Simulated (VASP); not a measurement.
# Si (P6/mmm) in VASP: settings compared

One crystal, Si, is run at these levels: r2SCAN+rVV10, r2SCAN; tasks: relaxation of cell and atoms, relaxation of the atoms, single point.

Program: VASP 6.6.1. These are calculated values, not measurements. Logs are shortened: lines on timing, memory, paths and dates and some standing lists are left out, and cuts for length are marked.

### Step 1. The crystal as given

It takes space group P6/mmm (No. 191, hexagonal). Conventional cell: a = 4.121 Å, b = 4.121 Å, c = 2.655 Å, α = 90.00°, β = 90.00°, γ = 120.00°. Si (site symmetry -6m2) is surrounded by 5 Si at 2.38 to 2.65 Å.

The cell was built by a generator and needn't be a form met in nature.

### Step 2. Relaxation of cell and atoms, r2SCAN+rVV10

The input, INCAR:

```
PREC = Accurate
ENCUT = 600
EDIFF = 1E-7
ISMEAR = 0
SIGMA = 0.05
LREAL = False
LASPH = True
NELM = 100
ALGO = Normal
ISIF = 3
LWAVE = False
LCHARG = False
METAGGA = R2SCAN
LMIXTAU = True
LUSE_VDW = True
IVDW_NL = 2
BPARAM = 11.95
CPARAM = 0.0093
IBRION = 2
NSW = 40
EDIFFG = -0.01
```

The input, KPOINTS:

```
Automatic mesh
0
Gamma
  8 8 10
```

The input, POSCAR:

```
Si
1.0
    4.1209500000      0.0000000000      0.0000000000
   -2.0604700000      3.5688500000      0.0000000000
    0.0000000000      0.0000000000      2.6547900000
Si
2
Direct
    0.3333300000      0.6666700000      0.5000000000
    0.6666700000      0.3333300000      0.5000000000
```

Potentials or basis: VASP PAW PBE potentials, release 64 (Si).

Launch:

```bash
> cat potpaw_PBE.64/Si/POTCAR > POTCAR
> mpirun -np 1 vasp_std > vasp.out
```

OUTCAR:

```text
PREC = Accurate
   ENCUT = 600
   EDIFF = 1E-7
   ISMEAR = 0
   LREAL = False
   LASPH = True
   NELM = 100
   ISIF = 3
   METAGGA = R2SCAN
   IVDW_NL = 2
   BPARAM = 11.95
   IBRION = 2
   NSW = 40
   EDIFFG = -0.01

 ion  position               nearest neighbor table
   1  0.333  0.667  0.500-   2 2.38   2 2.38   2 2.38
   2  0.667  0.333  0.500-   1 2.38   1 2.38   1 2.38

  LATTYP: Found a hexagonal cell.
 ALAT       =     4.1209500000
 C/A-ratio  =     0.6442179595

  Lattice vectors:

 A1 = (   4.1209500000,   0.0000000000,   0.0000000000)
 A2 = (  -2.0604700000,   3.5688500000,   0.0000000000)
 A3 = (   0.0000000000,   0.0000000000,   2.6547900000)

Analysis of symmetry for initial positions (statically):
=====================================================================
 Subroutine PRICEL returns:
 Original cell was already a primitive cell.

 Routine SETGRP: Setting up the symmetry group for a
 hexagonal supercell.

 Subroutine GETGRP returns: Found  8 space group operations
 (whereof  8 operations were pure point group operations)
 out of a pool of 24 trial point group operations.

The static configuration has the point symmetry D_2h.

Analysis of symmetry for dynamics (positions and initial velocities):
=====================================================================
 Subroutine PRICEL returns:
 Original cell was already a primitive cell.

 Routine SETGRP: Setting up the symmetry group for a
 hexagonal supercell.

 Subroutine GETGRP returns: Found  8 space group operations
 (whereof  8 operations were pure point group operations)
 out of a pool of 24 trial point group operations.

The dynamic configuration has the point symmetry D_2h.

 Subroutine INISYM returns: Found  8 space group operations
 (whereof  8 operations are pure point group operations),
 and found     1 'primitive' translations

----------------------------------------------------------------------------------------

                                     Primitive cell

  volume of cell :      39.0441

  direct lattice vectors                    reciprocal lattice vectors
     4.120950000  0.000000000  0.000000000     0.242662493  0.140100813  0.000000000
    -2.060470000  3.568850000  0.000000000     0.000000000  0.280202306  0.000000000
     0.000000000  0.000000000  2.654790000     0.000000000  0.000000000  0.376677628

  length of vectors
     4.120950000  4.120949762  2.654790000     0.280202290  0.280202306  0.376677628

  position of ions in fractional coordinates (direct lattice)
     0.333330000  0.666670000  0.500000000
     0.666670000  0.333330000  0.500000000

  ion indices of the primitive-cell ions
   primitive index   ion index
                 1           1
                 2           2

----------------------------------------------------------------------------------------

 KPOINTS: Automatic mesh

Automatic generation of k-mesh.
 Grid dimensions read from file:
 generate k-points for:    8    8   10

 Generating k-lattice:

  Cartesian coordinates                     Fractional coordinates (reciprocal lattice)
     0.030332812  0.017512602  0.000000000     0.125000000  0.000000000  0.000000000
     0.000000000  0.035025288  0.000000000     0.000000000  0.125000000  0.000000000
     0.000000000  0.000000000  0.037667763     0.000000000  0.000000000  0.100000000

  Length of vectors
     0.035025286  0.035025288  0.037667763

  Shift w.r.t. Gamma in fractional coordinates (k-lattice)
     0.000000000  0.000000000  0.000000000

 Subroutine IBZKPT returns following result:
 ===========================================

 Found    126 irreducible k-points:

 Following reciprocal coordinates:
            Coordinates               Weight
  0.000000  0.000000  0.000000      1.000000
  0.125000  0.000000  0.000000      4.000000
 -0.125000  0.125000  0.000000      2.000000
  0.250000  0.000000  0.000000      4.000000
 -0.250000  0.250000  0.000000      2.000000
  0.375000  0.000000  0.000000      4.000000
[... 16 lines left out ...]
  0.125000  0.000000  0.100000      8.000000
 -0.125000  0.125000  0.100000      4.000000
 [... further k-points ...]
   k-points           NKPTS =    126   k-points in BZ     NKDIM =    126   number of bands    NBANDS=      8
   number of dos      NEDOS =    301   number of ions     NIONS =      2
   total plane-waves  NPLWV =  31104
   dimension x,y,z NGX =    36 NGY =   36 NGZ =   24
   dimension x,y,z NGXF=    72 NGYF=   72 NGZF=   48
   ions per type =               2
   NGX,Y,Z   is equivalent  to a cutoff of  14.52, 14.52, 15.03 a.u.
   NGXF,Y,Z  is equivalent  to a cutoff of  29.05, 29.05, 30.06 a.u.
 SYSTEM =  unknown system
   PREC   = accura    normal or accurate (medium, high low for compatibility)
   ISTART =      0    job   : 0-new  1-cont  2-samecut
   ICHARG =      2    charge: 1-file 2-atom 10-const
   ISPIN  =      1    spin polarized calculation?
   LNONCOLLINEAR =      F non collinear calculations
   LSORBIT =      F    spin-orbit coupling
   LASPH  =      T    aspherical Exc in radial PAW
   ENCUT  =  600.0 eV  44.10 Ry    6.64 a.u.   8.23  8.23  5.30*2*pi/ulx,y,z
   NELM   =    100;   NELMIN=  2; NELMDL= -5     # of ELM steps
   EDIFF  = 0.1E-06   stopping-criterion for ELM
   LREAL  =      F    real-space projection
   EDIFFG = -.1E-01   stopping-criterion for IOM
   NSW    =     40    number of steps for IOM
   IBRION =      2    ionic relax: 0-MD 1-quasi-New 2-CG
   NFREE  =      1    steps in history (QN), initial steepest desc. (CG)
   ISIF   =      3    stress and relaxation
   ISYM   =      2    0-nonsym 1-usesym 2-fastsym
   POTIM  = 0.5000    time-step for ionic-motion
   TEBEG  =    0.0;   TEEND  =   0.0 temperature during run
   PSTRESS=    0.0 pullay stress
   NELECT =       8.0000    total number of electrons
   NUPDOWN=      -1.0000    fix difference up-down
   EMIN   =  10.00;   EMAX   =-10.00  energy-range for DOS
   EFERMI =   0.00;   METHOD = LEGACY
   ISMEAR =     0;   SIGMA  =   0.05  broadening in eV -4-tet -1-fermi 0-gaus
   EFERMI_NEDOS =   21; number of points for ismear=-14 and -15
   IALGO  =     38    algorithm
   IMIX   =      4    mixing-type and parameters
     AMIX     =   0.40;   BMIX     =  1.00
     AMIX_MAG =   1.60;   BMIX_MAG =  1.00
  volume/ion in A,a.u.               =      19.52       131.74
  Fermi-wavevector in a.u.,A,eV,Ry     =   0.965131  1.823833 12.673523  0.931478
  Thomas-Fermi vector in A             =   2.094821
   LORBIT       =      0    0 simple, 1 ext, 2 COOP (PROOUT), +10 PAW based schemes
   METAGGA = R2SCAN    functional components
   LHFCALC =     F    Hartree Fock is set to
   AEXX    =    0.0000 exact exchange contribution
   IVDW_NL    =     2    kernel type
   BPARAM     =11.9500
   IVDW    =     0    specifies the selected vdW correction
   LEPSILON=     F    determine dielectric tensor
   LRPA    =     F    only Hartree local field effects (RPA)
 conjugate gradient relaxation of ions
 non-spin polarized calculation
 Gauss-broadening in eV      SIGMA  =   0.05
  energy-cutoff  :      600.00
  volume of cell :       39.04
 maximum number of plane-waves:      1330
 NGX is ok and might be reduce to    36

--------------------------------------- Ionic step        1  -------------------------------------------

 number of electron       8.0000000 magnetization

 Free energy of the ion-electron system (eV)
  ---------------------------------------------------
  ext. energy  EPLUGINS =         0.00000000
  ---------------------------------------------------
  free energy    TOTEN  =       -16.46416787 eV

  energy without entropy =      -16.46276175  energy(sigma->0) =      -16.46346481

------------------------ aborting loop because EDIFF is reached ----------------------------------------

  FORCE on cell =-STRESS in cart. coord.  units (eV):
  Direction    XX          YY          ZZ          XY          YZ          ZX
  --------------------------------------------------------------------------------------
  -------------------------------------------------------------------------------------
  Total       -0.4610092     -0.4603166     -0.2747475      0.0005997      0.0000000      0.0000000
  in kB      -18.9175256    -18.8891061    -11.2742730      0.0246095      0.0000000      0.0000000
  external PRESSURE =     -16.3603015 kB  Pullay stress =       0.0000000 kB

 VOLUME and BASIS-vectors are now :
 -----------------------------------------------------------------------------
  energy-cutoff  :      600.00
  volume of cell :       39.04
      direct lattice vectors                 reciprocal lattice vectors
     4.120950000  0.000000000  0.000000000     0.242662493  0.140100813  0.000000000
    -2.060470000  3.568850000  0.000000000     0.000000000  0.280202306  0.000000000
     0.000000000  0.000000000  2.654790000     0.000000000  0.000000000  0.376677628
[... 109 lines left out ...]
 POSITION                                       TOTAL-FORCE (eV/Angst)
 -----------------------------------------------------------------------------------
      0.00004      2.36276      1.32006        -0.000214      0.000123      0.000000
      2.04619      1.18141      1.32006         0.000214     -0.000123     -0.000000
 -----------------------------------------------------------------------------------
    total drift:                               -0.000000      0.000000      0.000000

  FREE ENERGIE OF THE ION-ELECTRON SYSTEM (eV)
  ---------------------------------------------------
  free  energy   TOTEN  =       -16.4681519601 eV

  energy  without entropy=      -16.4668929398  energy(sigma->0) =      -16.46752245

--------------------------------------- Ionic step        5  -------------------------------------------

 number of electron       8.0000000 magnetization

 Free energy of the ion-electron system (eV)
  ---------------------------------------------------
  ext. energy  EPLUGINS =         0.00000000
  ---------------------------------------------------
  free energy    TOTEN  =       -16.46816121 eV

  energy without entropy =      -16.46691145  energy(sigma->0) =      -16.46753633

 E-fermi :   6.3861     XC(G=0): -10.2018

 val. band max:        6.3818758987   @ k =   0.1250   0.1250   0.1000
 cond. band min:       6.5502896413   @ k =  -0.3750   0.2500   0.1000
 fundamental gap:      0.1684137426
 Fermi energy:         6.3861391695

 k-point     1 :       0.0000    0.0000    0.0000
  band No.  band energies     occupation
      1      -6.7960      2.00000
      2       3.2095      2.00000
      3       3.2097      2.00000
      4       3.6942      2.00000
      5       7.6699      0.00000
      6       7.6702      0.00000
      7      12.2027      0.00000
      8      13.2063      0.00000

 k-point     2 :       0.1250    0.0000    0.0000
  band No.  band energies     occupation
      1      -6.6296      2.00000
      2       1.3985      2.00000
      3       2.9461      2.00000
      4       5.2184      2.00000
      5       7.6645      0.00000
      6       8.2854      0.00000
      7      13.0423      0.00000
      8      13.3439      0.00000
[... 221 lines left out ...]
 k-point    23 :       0.1250    0.0000    0.1000
  band No.  band energies     occupation
      1      -6.4172      2.00000
      2       1.5978      2.00000
      3       3.1270      2.00000
      4       5.4027      2.00000
      5       7.8387      0.00000
      6       8.4746      0.00000
      7      10.3166      0.00000
      8      13.9485      0.00000

 k-point    24 :      -0.1250    0.1250    0.1000
  band No.  band energies     occupation
      1      -6.4171      2.00000
      2       1.5979      2.00000
      3       3.1269      2.00000
      4       5.4026      2.00000
      5       7.8389      0.00000
      6       8.4745      0.00000
      7      10.3167      0.00000
      8      13.9487      0.00000

 [... further k-points ...]

------------------------ aborting loop because EDIFF is reached ----------------------------------------

  FORCE on cell =-STRESS in cart. coord.  units (eV):
  Direction    XX          YY          ZZ          XY          YZ          ZX
  --------------------------------------------------------------------------------------
  -------------------------------------------------------------------------------------
  Total       -0.0001625      0.0004607      0.0001626      0.0005397      0.0000000      0.0000000
  in kB       -0.0067961      0.0192708      0.0068037      0.0225747      0.0000000      0.0000000
  external PRESSURE =       0.0064262 kB  Pullay stress =       0.0000000 kB

 VOLUME and BASIS-vectors are now :
 -----------------------------------------------------------------------------
  energy-cutoff  :      600.00
  volume of cell :       38.30
      direct lattice vectors                 reciprocal lattice vectors
     4.091879428  0.000060305  0.000000000     0.244384398  0.141090150  0.000000000
    -2.045882524  3.543704284  0.000000000    -0.000004159  0.282188188  0.000000000
     0.000000000  0.000000000  2.641362577     0.000000000  0.000000000  0.378592477

 POSITION                                       TOTAL-FORCE (eV/Angst)
 -----------------------------------------------------------------------------------
      0.00003      2.36250      1.32068        -0.000156      0.000090     -0.000000
      2.04597      1.18127      1.32068         0.000156     -0.000090      0.000000
 -----------------------------------------------------------------------------------
    total drift:                                0.000000     -0.000000      0.000000

  FREE ENERGIE OF THE ION-ELECTRON SYSTEM (eV)
  ---------------------------------------------------
  free  energy   TOTEN  =       -16.4681612132 eV

  energy  without entropy=      -16.4669114468  energy(sigma->0) =      -16.46753633

 reached required accuracy - stopping structural energy minimisation
```

It took 8.6 min on 1 thread of AMD EPYC 9R45 (Zen 5), shared host; peak memory 0.3 GiB.

Results:

* Free energy: -16.4682 eV
* Relaxed volume: 19.15 Å³/atom
* Relaxed cell: a = 4.092 Å, b = 4.092 Å, c = 2.641 Å, α = 90.00°, β = 90.00°, γ = 120.00°
* Space group after relaxing (to 0.05 Å): P6/mmm (No. 191)
* Energy gained by relaxing: 2.0 meV/atom
* Ionic steps: 5
* Pressure after relaxing: 0.0 GPa
* Band gap on the k mesh: none (metal or under the smearing width)

The path:
```csv
step,energy change (eV),largest force (eV/Å),pressure (GPa),volume (Å³)
1,0.0000,0.0005,-1.64,39.04
2,-0.0028,0.0004,0.91,37.93
3,-0.0040,0.0001,-0.03,38.32
4,-0.0040,0.0002,0.02,38.29
5,-0.0040,0.0002,0.00,38.30
```

Final structure:
```xyz
2
Lattice="4.0919 0.0001 0.0000 -2.0459 3.5437 0.0000 0.0000 0.0000 2.6414" Properties=species:S:1:pos:R:3 pbc="T T T"
Si    0.0000    2.3625    1.3207
Si    2.0460    1.1813    1.3207
```

Levels at points of the mesh, in eV from the Fermi level:
| k point | band 1 | band 2 | band 3 | band 4 | band 5 | band 6 | band 7 | band 8 |
| --- | --- | --- | --- | --- | --- | --- | --- | --- |
| (0.00, 0.00, 0.00) | -13.18 | -3.18 | -3.18 | -2.69 | 1.28 | 1.28 | 5.82 | 6.82 |
| (0.50, 0.00, 0.00) | -11.21 | -9.41 | -4.44 | -1.36 | 6.60 | 7.45 | 7.70 | 8.40 |
| (0.50, 0.50, 0.00) | -11.21 | -9.41 | -4.44 | -1.36 | 6.60 | 7.45 | 7.71 | 8.40 |
| (0.00, 0.00, 0.50) | -8.94 | -6.42 | -0.27 | -0.27 | 1.29 | 3.96 | 4.51 | 4.51 |
| (0.50, 0.00, 0.50) | -6.95 | -5.30 | -4.66 | -2.87 | -1.38 | 3.17 | 4.07 | 5.36 |
| (0.50, 0.50, 0.50) | -6.94 | -5.30 | -4.66 | -2.87 | -1.38 | 3.17 | 4.07 | 5.36 |

Caveat: the PAW data sets were made with another functional, which shifts forces and pressure a little.

### Step 3. Relaxation of the atoms, r2SCAN (atoms moved at random, drawn with an rms of 0.1 Å)

The input, INCAR:

```
SYSTEM = Si
ALGO = Normal ; EDIFF = 1E-6
EDIFFG = -0.01 ; ENCUT = 520
IBRION = 2 ; ISIF = 2
ISMEAR = 0 ; LASPH = .True.
LCHARG = .False. ; LMIXTAU = .True.
LREAL = .False. ; LWAVE = .False.
METAGGA = R2SCAN ; NELM = 100
NSW = 60 ; PREC = Accurate
SIGMA = 0.05
```

The input, KPOINTS:

```
k-points
0
Gamma
  6 6 7
  0 0 0
```

The input, POSCAR:

```
Si
1.0
    4.1209500000      0.0000000000      0.0000000000
   -2.0604700000      3.5688500000      0.0000000000
    0.0000000000      0.0000000000      2.6547900000
Si
2
Direct
    0.3509020000      0.6614130000      0.5008100000
    0.6735690000      0.3504720000      0.4985480000
```

Potentials or basis: VASP PAW PBE potentials, release 64 (Si).

Launch:

```bash
> cat potpaw_PBE.64/Si/POTCAR > POTCAR
> mpirun -np 1 vasp_std > vasp.out
```

It took 5 min on 1 thread of AMD EPYC 9R45 (Zen 5), shared host; peak memory 0.14 GiB.

It converged, with:

```
Free energy                  : -16.6323 eV
Energy gained by relaxing    : 46.9 meV/atom
Ionic steps                  : 7
Pressure after relaxing      : -1.5 GPa
Largest force after relaxing : 0.005 eV/Å
Band gap on the k mesh       : none (metal or under the smearing width)
```

Forces on the atoms (eV/Å):
```
Si   0.001 -0.002 -0.004
Si  -0.001  0.002  0.004
```

Stress tensor (GPa, compression positive):
```
-5.64  0.00  0.00
 0.00 -5.64  0.00
 0.00  0.00  6.77
```

Step by step:
| step | energy change (eV) | largest force (eV/Å) | pressure (GPa) |
| --- | --- | --- | --- |
| 1 | 0.0000 | 1.5742 | -0.79 |
| 2 | -0.0875 | 0.3872 | -1.45 |
| 3 | -0.0935 | 0.0788 | -1.50 |
| 4 | -0.0935 | 0.0816 | -1.50 |
| 5 | -0.0938 | 0.0218 | -1.50 |
| 6 | -0.0938 | 0.0198 | -1.50 |
| 7 | -0.0938 | 0.0046 | -1.50 |

Final structure:
```
CELL_PARAMETERS angstrom
4.12095 0.00000 0.00000
-2.06047 3.56885 0.00000
0.00000 0.00000 2.65479
ATOMIC_POSITIONS crystal
Si 0.34557 0.67263 0.50062
Si 0.67890 0.33925 0.49874
```

Levels at points of the mesh, in eV from the Fermi level:
| k point | band 1 | band 2 | band 3 | band 4 | band 5 | band 6 | band 7 | band 8 |
| --- | --- | --- | --- | --- | --- | --- | --- | --- |
| (0.00, 0.00, 0.00) | -12.92 | -3.02 | -3.02 | -2.65 | 1.42 | 1.42 | 5.98 | 6.87 |
| (0.50, 0.00, 0.00) | -10.99 | -9.19 | -4.26 | -1.20 | 6.63 | 7.52 | 7.69 | 8.42 |
| (0.00, 0.50, 0.00) | -10.99 | -9.19 | -4.26 | -1.20 | 6.63 | 7.52 | 7.69 | 8.42 |
| (0.50, 0.50, 0.00) | -10.99 | -9.19 | -4.26 | -1.20 | 6.63 | 7.52 | 7.69 | 8.42 |

Caveat: the PAW data sets were made with another functional, which shifts forces and pressure a little.

(Continued in part 2 of 2.)
